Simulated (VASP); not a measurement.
LiF:

```
Li F
1.0
     0.00000    2.04171    2.04171
     2.04171    0.00000    2.04171
     2.04171    2.04171    0.00000
Li F
1 1
Direct
  0.00000 0.00000 0.00000
  0.50000 0.50000 0.50000
```

The cell is a database's computed one.

| Item | Value |
| --- | --- |
| Program | VASP 6.6.1 |
| Task | relaxation of cell and atoms |
| Functional | RPBE |
| Potentials or basis | VASP PAW PBE potentials, release 64 (Li_sv, F) |
| Cutoff | 600 eV |
| k mesh | 10 × 10 × 10 |
| Occupations | gaussian, width 0.02 eV |
| Spin | no spin polarisation |

At the start: pressure 2.3 GPa; volume 8.51 Å³/atom.

Question: How do energy, volume and symmetry change on relaxing?

Answer: Over 3 steps the energy falls by 2.2 meV/atom and the volume is 8.83 Å³/atom (+3.7 %); space group Fm-3m (No. 225, to 0.05 Å).

The path:
```
step  energy change (eV)  largest force (eV/Å)  pressure (GPa)  volume (Å³)
   1              0.0000                0.0000            2.31        17.02
   2             -0.0033                0.0000            1.15        17.33
   3             -0.0044                0.0000           -0.01        17.66
```

Final structure:
```
CELL_PARAMETERS angstrom
0.00000 2.06684 2.06684
2.06684 0.00000 2.06684
2.06684 2.06684 0.00000
ATOMIC_POSITIONS crystal
Li 0.00000 0.00000 0.00000
F 0.50000 0.50000 0.50000
```

Caveat: the cutoff is under 1.25 times the usual one of these potentials, so pressure, stress and relaxed cells hold a basis-set (Pulay) error; the PAW data sets were made with another functional, which shifts forces and pressure a little.
